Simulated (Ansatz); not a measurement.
Al in Ansatz: the effect of functional

Al:

```xyz
1
Lattice="0.0000 2.0248 2.0248 2.0248 0.0000 2.0248 2.0248 2.0248 0.0000" Properties=species:S:1:pos:R:3 pbc="T T T"
Al    0.0000    0.0000    0.0000
```

Alike in all runs:

| Quantity | Value |
| --- | --- |
| Program | Ansatz 0.2.0 |
| Task | projected density of states |
| Potentials or basis | Ansatz PAW |
| k mesh | 6 × 6 × 6 |
| Occupations | fermi-dirac, width 0.05 eV |
| Spin | no spin polarisation |

| functional | cutoff | pressure (GPa) |
| --- | --- | --- |
| LDA | 420 eV (not typed: the program's choice for these potentials) | -3.2 |
| PBE | 420 eV (not typed: the program's choice for these potentials) | 0.0 |
| PBEsol | 420 eV (not typed: the program's choice for these potentials) | -1.5 |
| RPBE | 420 eV (not typed: the program's choice for these potentials) | 1.4 |
| revPBE | 420 eV (not typed: the program's choice for these potentials) | 1.1 |
| BLYP | 420 eV (not typed: the program's choice for these potentials) | ? |
| r2SCAN | 500 eV (not typed: the program's choice for these potentials) | -3.0 |
| HSE06 | 420 eV (not typed: the program's choice for these potentials) | -1.0 |
| PBE0 | 420 eV (not typed: the program's choice for these potentials) | -1.2 |
| r2SCAN0 | 500 eV (not typed: the program's choice for these potentials) | -2.8 |

Q: What does the run with functional BLYP give?

A: Pressure 3.5 GPa.

Caveats: all runs use coarse meshes; the density of states is complete only up to the lowest level of the last band computed; the PAW data sets come from PBE, with cores solved anew for the run's functional, which leaves a small shift of forces and pressure (some runs); the thresholds are loose for stress (some runs).
